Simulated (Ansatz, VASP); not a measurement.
Two plane-wave programs on AlFe

```
CELL_PARAMETERS angstrom
2.94829 0.00000 0.00000
0.00000 2.94829 0.00000
0.00000 0.00000 2.94829
ATOMIC_POSITIONS crystal
Fe 0.50000 0.50000 0.50000
Al 0.00000 0.00000 0.00000
```

Alike in both runs: task single point; functional PBEsol; k mesh 9 × 9 × 9; occupations fermi-dirac, width 0.05 eV; collinear spin.

```csv
,VASP,Ansatz
version,VASP 6.6.1,Ansatz 0.2.0
potentials or method,"VASP PAW PBE potentials, release 64 (Fe, Al)",Ansatz PAW
plane-wave cutoff (eV),520,420
valence electrons in the cell,11,19
```

Ansatz gave:

| Item | Value |
| --- | --- |
| gap on the k mesh at the Fermi level (eV) | none |
| pressure (GPa) | -16.2 |
| net moment per atom (μB) | 0.35 |
| size of the moment on the site where the two differ most (μB) | 0.03 |

Which values does VASP return?

gap on the k mesh at the Fermi level (eV): none; pressure (GPa): -16.1; net moment per atom (μB): 0.34; size of the moment on the site where the two differ most (μB): 0.03.

Site moments also hang on the region over which each program counts them. A gap of «none» marks a metal or a gap that the smearing closes. The functional is the same, so the differences come from potentials, cutoffs and numerics. The two sets of potentials don't hold the same shells in valence.

Caveats: so large a pressure means that the cell lies far from this level's equilibrium, or that cutoff or potentials fall short (VASP); the potentials were made for another functional, which shifts forces and pressure (VASP); the PAW data sets come from PBE, with cores solved anew for the run's functional, which leaves a small shift of forces and pressure (Ansatz).
